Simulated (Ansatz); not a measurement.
# Structure optimisation: selenium, fcc

Computed with DFT, LDA (PW92), plane waves (420 eV) with PAW, scalar-relativistic in Ansatz. The PAW files were generated under PBE, with cores re-solved for the functional.

k-point mesh 12×12×12, Fermi-Dirac smearing 0.1 eV, no spin polarisation. Cell and atoms relax.

Starting structure:

```yaml
crystal:
  lattice:
    - [0.0, 2.2175113317, 2.2175113317]
    - [2.2175113317, 0.0, 2.2175113317]
    - [2.2175113317, 2.2175113317, 0.0]
  atoms:
    - { symbol: Se, position: [0.0, 0.0, 0.0] }
hamiltonian:
  xc: lda
  pseudopotentials:
    kind: paw
    azcp:
      Se: "pseudopotentials/Se.paw.azcp"
basis:
  ecutwfc: 420
  fft_grid_basis: typed
kpoints:
  mp_grid: { grid: [12, 12, 12], shift: [0, 0, 0] }
magnetization:
  spin_polarized: false
scf:
  occupations: { method: fermi_dirac, width: 0.1 }
relax:
  max_steps: 60
  f_tol: 0.01
  cell: {}
```

**Question.** What cell does the relaxation end in?

**Answer.** Fm-3m with a = 4.234 Å; 18.98 Å³ per atom against 21.81 at the start (-13.0 %).

**Question.** How much energy does the relaxation gain?

**Answer.** 90.3 meV per atom.

Path of the relaxation (the plane waves are chosen anew near the end, which can shift the energy a little):

```tsv
step	E − E(final) (meV/atom)	V (Å³/atom)	P (GPa)	max force (eV/Å)
0	90.32	21.809	-8.96	0.000
1	0.00	18.772	0.97	0.000
2	-0.50	19.031	-0.26	0.000
3	-0.56	18.976	-0.01	0.000
4	0.00	18.976	-0.01	0.000
```
